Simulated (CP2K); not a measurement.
The system is MgS (Niningerite).

```
CELL_PARAMETERS angstrom
3.67929 0.00000 0.00000
1.83964 3.18636 0.00000
1.83964 1.06212 3.00413
ATOMIC_POSITIONS crystal
S 0.50000 0.50000 0.50000
Mg 0.00000 0.00000 0.00000
```

Base run:

- Program: CP2K 2026.2
- Functional: PW91
- Potentials or basis: POTENTIAL_UZH S GTH-PBE-q6, Mg GTH-PBE-q10; TZVP-MOLOPT-PBE-GTH basis
- Density cutoff: 19048 eV
- k mesh: 9 × 9 × 9
- Occupations: fermi-dirac, width 0.05 eV
- Spin: no spin polarisation

Its results: band gap on the k mesh 2.87 eV, indirect (least direct gap 3.66 eV); pressure 2.7 GPa.

Q: The run is repeated on the same cell with these changes: functional from PW91 to SCAN. What comes out?

A: Band gap on the k mesh 3.50 eV, indirect (least direct gap 4.43 eV); pressure 0.8 GPa.

SCAN gives the wider gap, since meta-GGAs in the generalised Kohn-Sham scheme recover part of the derivative discontinuity.

Caveats: the potentials were made for another functional, which shifts forces and pressure; an odd mesh through Γ misses points on the zone boundary, where band edges often lie; the basis of atomic orbitals isn't converged, which shifts pressures, moduli and gaps.

Not every run made on this cell is shown here.
